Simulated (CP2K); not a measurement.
Runs of CP2K 2026.2 on CdS (Hawleyite). It takes space group F-43m (No. 216, cubic). The conventional cell has a = 5.833 Å, b = 5.833 Å, c = 5.833 Å, α = 90.00°, β = 90.00°, γ = 90.00°. Around Cd (site symmetry -43m) lie 4 S at 2.53 Å. S (site symmetry -43m) is surrounded by 4 Cd at 2.53 Å. 

```tsv
level	potentials or basis	spin	k mesh	smearing	k points reduced by the point group	points a segment of the path (NPOINTS)	bands added on the path	soc after scf	gap on the mesh (eV)	pressure (GPa)
PBE	GTH_POTENTIALS Cd GTH-PBE-q12, S GTH-PBE-q6; DZVP-MOLOPT-SR-GTH basis	off	8 × 8 × 8	fermi-dirac 0.05 eV	yes	10	4	-	1.12	4.1
LDA	GTH_POTENTIALS Cd GTH-PBE-q12, S GTH-PBE-q6; DZVP-MOLOPT-SR-GTH basis	off	8 × 8 × 8	fermi-dirac 0.05 eV	yes	10	4	-	(a)	-0.1
LDA	GTH_SOC_POTENTIALS Cd GTH-PBE-q12, S GTH-PBE-q6; DZVP-MOLOPT-SR-GTH basis	SOC, no magnetisation	8 × 8 × 8	fermi-dirac 0.05 eV	-	10	4	yes	-	-0.1
PBE	GTH_SOC_POTENTIALS Cd GTH-PBE-q12, S GTH-PBE-q6; DZVP-MOLOPT-SR-GTH basis	SOC, no magnetisation	8 × 8 × 8	fermi-dirac 0.05 eV	-	10	4	yes	-	4.1
PBE	GTH_POTENTIALS Cd GTH-PBE-q12, S GTH-PBE-q6; DZVP-MOLOPT-SR-GTH basis	off	6 × 6 × 6	fermi-dirac 0.0259 eV	yes	8	2	-	1.11	4.1
```

Alike in all rows: task band structure; cell as given.

Fill in the values left out.

(a) 0.83.

Caveats: the basis of atomic orbitals isn't converged, which shifts pressures, moduli and gaps; the potentials were made for another functional, which shifts forces and pressure (some runs).

A k mesh can miss the band edges, and rows without SOC leave out spin-orbit coupling on Cd.
